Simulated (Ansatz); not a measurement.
Task: band-curvature effective masses by finite differences of SiC, space group P6_3mc, with Ansatz's Python interface. Give the script and its output. Settings (first run): PBEsol, PAW, cutoff 544 eV, 5×5×2 k-points, fixed occupations.

```
CELL_PARAMETERS angstrom
3.07569 0.00000 0.00000
-1.53785 2.66363 0.00000
0.00000 0.00000 10.07065
ATOMIC_POSITIONS crystal
Si 0.66667 0.33333 0.93784
Si 0.33333 0.66667 0.43784
Si 0.00000 0.00000 0.68789
Si 0.00000 0.00000 0.18789
C 0.66667 0.33333 0.74980
C 0.33333 0.66667 0.24980
C 0.00000 0.00000 0.50046
C 0.00000 0.00000 0.00046
```

`mass_sic.py`
```python
# -*- coding: utf-8 -*-
"""Band curvature masses of SiC."""

import warnings

import ansatz as az
import numpy as np

warnings.simplefilter("ignore", az.DeckWarning)

lattice = az.Lattice.of(
    (3.07569415, 0.0, 0.0),
    (-1.53784707, 2.66362927, 0.0),
    (0.0, 0.0, 10.07064648),
)
sites = [
    ("Si", (2 / 3, 1 / 3, 0.93784198)),
    ("Si", (1 / 3, 2 / 3, 0.43784198)),
    ("Si", (0.0, 0.0, 0.68789438)),
    ("Si", (0.0, 0.0, 0.18789438)),
    ("C", (2 / 3, 1 / 3, 0.74980259)),
    ("C", (1 / 3, 2 / 3, 0.24980259)),
    ("C", (0.0, 0.0, 0.50046005)),
    ("C", (0.0, 0.0, 0.00046)),
]
structure = az.Crystal(lattice=lattice)
for symbol, position in sites:
    structure = structure.atom(symbol, position)

model = (
    structure.calculation()
    .mixing("anderson", preconditioner="kerker_dos")
    .functional("pbesol")
    .kpoints(5, 5, 2)
    .basis(20 * az.Ha, xc_grid=3)
    .scf(algorithm="direct_min")
    .occupations("fixed")
)
# step 1: where the edges lie on the mesh
outcome = model.band_table().run(threads=1, pin="off")
r = outcome.report
levels = np.array(r["eigenvalues_ev"])
filled = round(r["n_electrons"] / 2)
edges = {"top filled band": (filled - 1, levels[:, filled - 1].argmax()), "lowest empty band": (filled, levels[:, filled].argmin())}
gap = levels[:, filled].min() - levels[:, filled - 1].max()
print(f"gap on the mesh {gap:.3f} eV")
if gap <= 0.05:
    print("no gap: band-edge masses have no meaning here")
    edges = {}
reciprocal = 2 * np.pi * np.linalg.inv(outcome.lattice.cell_ang).T
step = 0.02  # 1/A

# m/m_e = (hbar^2/m_e) / (d2E/dk2), with hbar^2/m_e = 7.61996 eV A^2
# a slope that is not zero means that the extremum lies off this mesh point
pairs = [(0, 1), (0, 2), (1, 2)]
moves = [sign * axis for axis in np.eye(3) for sign in (-1, 1)]
moves += [s1 * np.eye(3)[i] + s2 * np.eye(3)[j] for i, j in pairs for s1 in (1, -1) for s2 in (1, -1)]
for name, (band, index) in edges.items():
    together = int(np.sum(np.abs(levels[index] - levels[index, band]) < 2e-3))
    print(name, "at k =", np.round(r["kpoints_frac"][index], 4), f"E = {levels[index, band]:.4f} eV, degeneracy {together}")
    centre = np.array(r["kpoints_frac"][index]) @ reciprocal
    points = [centre] + [centre + step * move for move in moves]
    table = model.band_structure(points, intervals=1, cartesian=True).run(threads=1, pin="off").band_structure().channels[0].eigenvalues_ev
    if together > 1:
        level = np.flatnonzero(np.abs(levels[index] - levels[index, band]) < 2e-3)
        along = (table[1, level] + table[2, level] - 2 * table[0, level]) / step ** 2
        print("  degenerate level, no single mass tensor; masses of its branches along x:", np.round(7.61996 / along, 3), "m_e")
        continue
    e = table[:, band]
    hessian = np.diag((e[1:7:2] + e[2:7:2] - 2 * e[0]) / step ** 2)
    for (i, j), (pp, pm, mp, mm) in zip(pairs, e[7:].reshape(3, 4)):
        hessian[i, j] = hessian[j, i] = (pp - pm - mp + mm) / (4 * step ** 2)
    curvatures, axes = np.linalg.eigh(hessian)
    slope = (e[2:7:2] - e[1:7:2]) / (2 * step)
    print("  slope (eV A):", np.round(slope, 3) + 0.0, "" if np.abs(slope).max() < 0.05 else "- no extremum here, so these are local curvatures and no band-edge masses")
    for curvature, axis in zip(curvatures, axes.T):
        print(f"  principal mass {7.61996 / curvature:8.3f} m_e along", np.round(axis, 2) + 0.0)
```

```console
$ python mass_sic.py
gap on the mesh 2.446 eV
top filled band at k = [0. 0. 0.] E = 9.5367 eV, degeneracy 2
  degenerate level, no single mass tensor; masses of its branches along x: [-0.31  -3.621] m_e
lowest empty band at k = [0.  0.4 0. ] E = 11.9829 eV, degeneracy 1
  slope (eV A): [ 0.    -2.424  0.   ] - no extremum here, so these are local curvatures and no band-edge masses
  principal mass    6.521 m_e along [0. 0. 1.]
  principal mass    2.042 m_e along [ 0. -1.  0.]
  principal mass    0.207 m_e along [-1.  0.  0.]
```

Notes:
- These settings explore the input space; cutoff and mesh may be short of convergence.
- Along an axis with an odd division the mesh misses the point at one half; a gap read on a finite mesh is an upper bound on this functional's gap.
- Semilocal gaps usually lie well under measured ones.
- This cell is a computed structure, which may not be the phase found in nature.
- Levels are Kohn-Sham eigenvalues on this mesh.
- The masses are finite-difference curvatures at extrema found on a coarse mesh, which needn't be the true band edges; a step that is long against the gap makes them too heavy. Negative values are curvatures of valence bands (the hole mass is their size). Spin-orbit coupling is left out, and light masses scale with the Kohn-Sham gap.
- Hardware and time: 26 s on 1 thread of Arm Neoverse V1 (shared host), peak memory 0.42 GiB.
